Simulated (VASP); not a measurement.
Level of theory: PBEsol GGA, VASP's PBE PAW potentials (set 64) (plane waves; VASP).

Input for VASP

### KPOINTS
```
Automatic mesh
0
Gamma
7 7 7
0 0 0
```

File POSCAR:
```
NaBr
1
    0.0000000000     2.9618701826     2.9618701826
    2.9618701826     0.0000000000     2.9618701826
    2.9618701826     2.9618701826     0.0000000000
Na Br
1 1
Direct
  0.0000000000   0.0000000000   1.0000000000
  0.5000000000   0.5000000000   0.5000000000
```

INCAR:
```
SYSTEM  =  NaBr
PREC  =  Accurate; ENCUT  =  400; LREAL  =  .FALSE.
LASPH  =  .TRUE.
EDIFF  =  1E-6; NELM  =  100; ALGO  =  Normal
LMAXMIX  =  4
ISMEAR  =  0; SIGMA  =  0.05
GGA  =  PS
IBRION  =  2; NSW  =  60; ISIF  =  3
EDIFFG  =  -0.01
LWAVE  =  .FALSE.; LCHARG  =  .FALSE.
```

POTCAR, in this order: Na_pv Br (PBE.64 set). Program: vasp_std.

Output of the run:

**OSZICAR**
```
       N       E                     dE             d eps       ncg     rms          rms(c)
DAV:   1     0.818868241403E+02    0.81887E+02   -0.61339E+03   440   0.105E+03
DAV:   2     0.173045323697E+00   -0.81714E+02   -0.77358E+02   486   0.243E+02
DAV:   3    -0.636399595261E+01   -0.65370E+01   -0.64980E+01   542   0.711E+01
DAV:   4    -0.648556397549E+01   -0.12157E+00   -0.12148E+00   496   0.104E+01
DAV:   5    -0.648712503932E+01   -0.15611E-02   -0.15610E-02   500   0.117E+00    0.155E+00
DAV:   6    -0.638345592579E+01    0.10367E+00   -0.16542E-01   509   0.329E+00    0.912E-01
DAV:   7    -0.637149125537E+01    0.11965E-01   -0.70800E-02   554   0.198E+00    0.502E-01
DAV:   8    -0.637355802385E+01   -0.20668E-02   -0.46604E-03   479   0.772E-01    0.105E-01
DAV:   9    -0.637352060551E+01    0.37418E-04   -0.98864E-05   521   0.110E-01    0.486E-02
DAV:  10    -0.637354675880E+01   -0.26153E-04   -0.51998E-05   479   0.715E-02    0.654E-03
DAV:  11    -0.637354606863E+01    0.69017E-06   -0.46769E-06   497   0.247E-02
   1 F= -.63735461E+01 E0= -.63735461E+01  d E =-.637355E+01
       N       E                     dE             d eps       ncg     rms          rms(c)
DAV:   1    -0.637402062859E+01   -0.47387E-03   -0.95922E-03   497   0.149E+00    0.121E-01
DAV:   2    -0.637367837797E+01    0.34225E-03   -0.47028E-04   497   0.250E-01    0.557E-02
DAV:   3    -0.637360705444E+01    0.71324E-04   -0.19068E-04   494   0.154E-01    0.189E-02
DAV:   4    -0.637360491795E+01    0.21365E-05   -0.54833E-06   452   0.238E-02    0.199E-03
DAV:   5    -0.637360447391E+01    0.44405E-06   -0.58724E-07   238   0.675E-03
   2 F= -.63736045E+01 E0= -.63736045E+01  d E =-.584053E-04
```

**OUTCAR**
```
------------------------ aborting loop because EDIFF is reached ----------------------------------------
  FORCE on cell =-STRESS in cart. coord.  units (eV):
  Direction    XX          YY          ZZ          XY          YZ          ZX
  --------------------------------------------------------------------------------------
  Total       -0.0136909     -0.0136909     -0.0136909      0.0000000      0.0000000     -0.0000000
  in kB       -0.4230602     -0.4230602     -0.4230602      0.0000000      0.0000000     -0.0000000
  external PRESSURE =      -0.4230602 kB  Pullay stress =       0.0000000 kB
  volume of cell :       51.85
      direct lattice vectors                 reciprocal lattice vectors
     0.000000000  2.959629121  2.959629121    -0.168940087  0.168940087  0.168940087
     2.959629121 -0.000000000  2.959629121     0.168940087 -0.168940087  0.168940087
     2.959629121  2.959629121  0.000000000     0.168940087  0.168940087 -0.168940087
 POSITION                                       TOTAL-FORCE (eV/Angst)
 -----------------------------------------------------------------------------------
      0.00000      2.95963      2.95963         0.000000      0.000000      0.000000
      2.95963      2.95963      2.95963        -0.000000     -0.000000     -0.000000
 -----------------------------------------------------------------------------------
    total drift:                               -0.000000     -0.000000      0.000000
  FREE ENERGIE OF THE ION-ELECTRON SYSTEM (eV)
  ---------------------------------------------------
  free  energy   TOTEN  =        -6.3736044739 eV

  energy  without entropy=       -6.3736044739  energy(sigma->0) =       -6.37360447

 reached required accuracy - stopping structural energy minimisation
```
(Selected blocks of OUTCAR.)

### CONTCAR
```
NaBr
   1.00000000000000
     0.0000000000000000    2.9596291208408476    2.9596291208408476
     2.9596291208408476   -0.0000000000000000    2.9596291208408476
     2.9596291208408476    2.9596291208408476    0.0000000000000000
  Na              Br
     1     1
Direct
     1.0000000000000000    0.0000000000000000    0.0000000000000000
     0.5000000000000000    0.5000000000000000    0.5000000000000000
```

The structure was generated: NaBr was put into the rock salt type (Fm-3m), which need not be its known phase. This run relaxes it. Symmetry was kept, so distortions that lower it aren't found. The start is the result of an earlier pass.
